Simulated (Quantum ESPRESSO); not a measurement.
# Al2Pt (Fm-3m) in Quantum ESPRESSO: reference runs, part 2 of 2

Quantum ESPRESSO 7.5. Earlier steps stand in the parts before.

## (3) Single point, PBE (atoms moved at random, drawn with an rms of 0.05 Å)

File pw.in:

```
&CONTROL
  calculation = 'scf'
  prefix = 'pwscf'
  outdir = './tmp'
  pseudo_dir = './pseudo'
  tprnfor = .true.
  tstress = .true.
  disk_io = 'nowf'
/
&SYSTEM
  ibrav = 0
  nat = 3
  ntyp = 2
  ecutwfc = 55
  ecutrho = 440
  nbnd = 18
  occupations = 'smearing'
  smearing = 'fd'
  degauss = 0.00367493
/
&ELECTRONS
  conv_thr = 6d-10
  electron_maxstep = 120
  mixing_beta = 0.5
/
ATOMIC_SPECIES
Pt   195.0840 pt_pbe_v1.4.uspp.F.UPF
Al    26.9815 Al.pbe-n-kjpaw_psl.1.0.0.UPF
CELL_PARAMETERS angstrom
   0.0000000000    2.9550000000    2.9550000000
   2.9550000000    0.0000000000    2.9550000000
   2.9550000000    2.9550000000    0.0000000000
ATOMIC_POSITIONS crystal
Pt     0.0117280000   -0.0150500000   -0.0056400000
Al     0.7540240000    0.7533590000    0.7435730000
Al     0.2510320000    0.2488130000    0.2564700000
K_POINTS automatic
8 8 8 0 0 0
```

Potentials or basis: SSSP 1.3 efficiency PBE.

On the command line:

```sh
OMP_NUM_THREADS=1 pw.x -in pw.in > pw.out
```

pw.out:

```text
This program is part of the open-source Quantum ESPRESSO suite
     for quantum simulation of materials; please cite
         "P. Giannozzi et al., J. Phys.:Condens. Matter 21 395502 (2009);
         "P. Giannozzi et al., J. Phys.:Condens. Matter 29 465901 (2017);
         "P. Giannozzi et al., J. Chem. Phys. 152 154105 (2020);
     in publications or presentations arising from this work. More details at

     file Al.pbe-n-kjpaw_psl.1.0.0.UPF: wavefunction(s)  3S 3P renormalized

     G-vector sticks info
     --------------------
     sticks:   dense  smooth     PW     G-vecs:    dense   smooth      PW
     Sum        1891     955    283                54313    19195    3143

     Using Slab Decomposition

     bravais-lattice index     =            0
     lattice parameter (alat)  =       7.8972  a.u.
     unit-cell volume          =     348.2564 (a.u.)^3
     number of atoms/cell      =            3
     number of atomic types    =            2
     number of electrons       =        22.00
     number of Kohn-Sham states=           18
     kinetic-energy cutoff     =      55.0000  Ry
     charge density cutoff     =     440.0000  Ry
     scf convergence threshold =      6.0E-10
     mixing beta               =       0.5000
     number of iterations used =            8  plain     mixing
     Exchange-correlation= SLA  PW   PBX  PBC
                           (   1   4   3   4   0   0   0)

     celldm(1)=   7.897168  celldm(2)=   0.000000  celldm(3)=   0.000000
     celldm(4)=   0.000000  celldm(5)=   0.000000  celldm(6)=   0.000000

     crystal axes: (cart. coord. in units of alat)
               a(1) = (   0.000000   0.707107   0.707107 )
               a(2) = (   0.707107   0.000000   0.707107 )
               a(3) = (   0.707107   0.707107   0.000000 )

     reciprocal axes: (cart. coord. in units 2 pi/alat)
               b(1) = ( -0.707107  0.707107  0.707107 )
               b(2) = (  0.707107 -0.707107  0.707107 )
               b(3) = (  0.707107  0.707107 -0.707107 )

     PseudoPot. # 1 for Pt read from file:
     pt_pbe_v1.4.uspp.F.UPF
     Pseudo is Ultrasoft + core correction, Zval = 16.0
     Generated by new atomic code, or converted to UPF format
     Using radial grid of  985 points,  6 beta functions with:
                l(1) =   0
                l(2) =   0
                l(3) =   1
                l(4) =   1
                l(5) =   2
                l(6) =   2
     Q(r) pseudized with  8 coefficients,  rinner =    1.300   1.300   1.300
                                                       1.300   1.300

     PseudoPot. # 2 for Al read from file:
     Al.pbe-n-kjpaw_psl.1.0.0.UPF
     Pseudo is Projector augmented-wave + core cor, Zval =  3.0
     Generated using "atomic" code by A. Dal Corso  v.5.1
     Shape of augmentation charge: PSQ
     Using radial grid of 1135 points,  6 beta functions with:
                l(1) =   0
                l(2) =   0
                l(3) =   1
                l(4) =   1
                l(5) =   2
                l(6) =   2
     Q(r) pseudized with 0 coefficients

     atomic species   valence    mass     pseudopotential
     Pt               16.00   195.08400     Pt( 1.00)
     Al                3.00    26.98150     Al( 1.00)

     No symmetry found

   Cartesian axes

     site n.     atom                  positions (alat units)
         1        Pt     tau(   1) = (  -0.0146300   0.0043049  -0.0023490  )
         2        Al     tau(   2) = (   1.0584908   1.0589610   1.0658807  )
         3        Al     tau(   3) = (   0.3572890   0.3588581   0.3534438  )

     number of k points=   260  Fermi-Dirac smearing, width (Ry)=  0.0037

     Number of k-points >= 100: set verbosity='high' to print them.

     Dense  grid:    54313 G-vectors     FFT dimensions: (  54,  54,  54)

     Smooth grid:    19195 G-vectors     FFT dimensions: (  40,  40,  40)

     Initial potential from superposition of free atoms

     starting charge      21.4954, renormalised to      22.0000

     negative rho (up, down):  1.869E-01 0.000E+00
     Starting wfcs are   20 randomized atomic wfcs

     Self-consistent Calculation

     iteration #  1     ecut=    55.00 Ry     beta= 0.50
     Davidson diagonalization with overlap
     ethr =  1.00E-02,  avg # of iterations =  4.4

     negative rho (up, down):  1.702E-01 0.000E+00

     total energy              =    -288.79399197 Ry
     estimated scf accuracy    <       2.36376007 Ry

     iteration #  2     ecut=    55.00 Ry     beta= 0.50
     Davidson diagonalization with overlap
     ethr =  1.00E-02,  avg # of iterations =  2.0
[... 28 lines left out ...]
     negative rho (up, down):  1.724E-01 0.000E+00

     total energy              =    -289.89256416 Ry
     estimated scf accuracy    <       0.00050589 Ry

     iteration #  6     ecut=    55.00 Ry     beta= 0.50
     Davidson diagonalization with overlap
     c_bands:  1 eigenvalues not converged
     c_bands:  1 eigenvalues not converged
     c_bands:  1 eigenvalues not converged
     ethr =  2.30E-06,  avg # of iterations =  7.1

     negative rho (up, down):  1.724E-01 0.000E+00

     total energy              =    -289.89280755 Ry
     estimated scf accuracy    <       0.00000843 Ry

     iteration #  7     ecut=    55.00 Ry     beta= 0.50
     Davidson diagonalization with overlap
     ethr =  3.83E-08,  avg # of iterations =  2.6
[... 33 lines left out ...]
     iteration # 11     ecut=    55.00 Ry     beta= 0.50
     Davidson diagonalization with overlap
     ethr =  1.65E-11,  avg # of iterations =  2.0

     negative rho (up, down):  1.723E-01 0.000E+00

     End of self-consistent calculation

     Number of k-points >= 100: set verbosity='high' to print the bands.

     the Fermi energy is    11.1068 ev

!    total energy              =    -289.89281117 Ry
     estimated scf accuracy    <          4.3E-11 Ry
     smearing contrib. (-TS)   =      -0.00090901 Ry
     internal energy E=F+TS    =    -289.89190217 Ry

     The total energy is F=E-TS. E is the sum of the following terms:
     one-electron contribution =     -83.69171551 Ry
     hartree contribution      =      53.34650636 Ry
     xc contribution           =     -62.18604556 Ry
     ewald contribution        =    -128.00529488 Ry
     one-center paw contrib.   =     -69.35535257 Ry

     convergence has been achieved in  11 iterations

     negative rho (up, down):  1.723E-01 0.000E+00

     Forces acting on atoms (cartesian axes, Ry/au):

     atom    1 type  1   force =     0.02156355   -0.00301738    0.00605557
     atom    2 type  2   force =    -0.00651121    0.00555428   -0.00639158
     atom    3 type  2   force =    -0.01505233   -0.00253690    0.00033601

     Total force =     0.029291     Total SCF correction =     0.000003

     Computing stress (Cartesian axis) and pressure

     negative rho (up, down):  1.723E-01 0.000E+00
          total   stress  (Ry/bohr**3)                   (kbar)     P=       26.39
   0.00017174   0.00003504  -0.00004312           25.26        5.15       -6.34
   0.00003504   0.00018418  -0.00004560            5.15       27.09       -6.71
  -0.00004312  -0.00004560   0.00018223           -6.34       -6.71       26.81

=------------------------------------------------------------------------------=
   JOB DONE.
=------------------------------------------------------------------------------=
```

Wall time 4.1 min (1 thread of Arm Neoverse V1, shared host); peak memory 0.39 GiB.

What came out:

```yaml
Free_energy: -3944.1926 eV
Pressure: 2.6 GPa
Largest_force: 0.581 eV/Å
Band_gap_on_the_k_mesh: none (metal or under the smearing width)
```

Forces in eV/Å, atoms in the order of the input:
```
Pt   0.554 -0.078  0.156
Al  -0.167  0.143 -0.164
Al  -0.387 -0.065  0.009
```

Stress tensor (GPa, compression positive):
```
 2.53  0.52 -0.63
 0.52  2.71 -0.67
-0.63 -0.67  2.68
```

Levels at points of the mesh, in eV from the Fermi level:
| k point | band 8 | band 9 | band 10 | band 11 | band 12 | band 13 | band 14 | band 15 |
| --- | --- | --- | --- | --- | --- | --- | --- | --- |
| (0.00, 0.00, 0.00) | -3.68 | -3.68 | 2.97 | 3.79 | 3.86 | 3.87 | 5.43 | 5.44 |
| (0.00, 0.00, -0.50) | -3.76 | -3.48 | -3.48 | 0.99 | 1.01 | 3.81 | 5.20 | 5.23 |
| (0.00, -0.50, -0.50) | -3.75 | -3.38 | -3.19 | -1.57 | -1.57 | 3.16 | 3.40 | 8.11 |
| (0.50, 0.50, 0.50) | -3.65 | -3.47 | -3.44 | 1.00 | 1.14 | 3.75 | 5.14 | 5.23 |
| (-0.50, 0.00, 0.00) | -3.66 | -3.47 | -3.44 | 0.99 | 1.14 | 3.75 | 5.14 | 5.24 |
| (0.00, -0.50, 0.00) | -3.66 | -3.46 | -3.44 | 0.99 | 1.14 | 3.77 | 5.11 | 5.24 |
| (-0.50, 0.00, -0.50) | -3.75 | -3.40 | -3.18 | -1.58 | -1.56 | 3.16 | 3.41 | 8.10 |
| (-0.50, -0.50, 0.00) | -3.75 | -3.40 | -3.18 | -1.58 | -1.56 | 3.16 | 3.40 | 8.10 |

The run has no spin-orbit coupling, so splittings on Pt are missing.
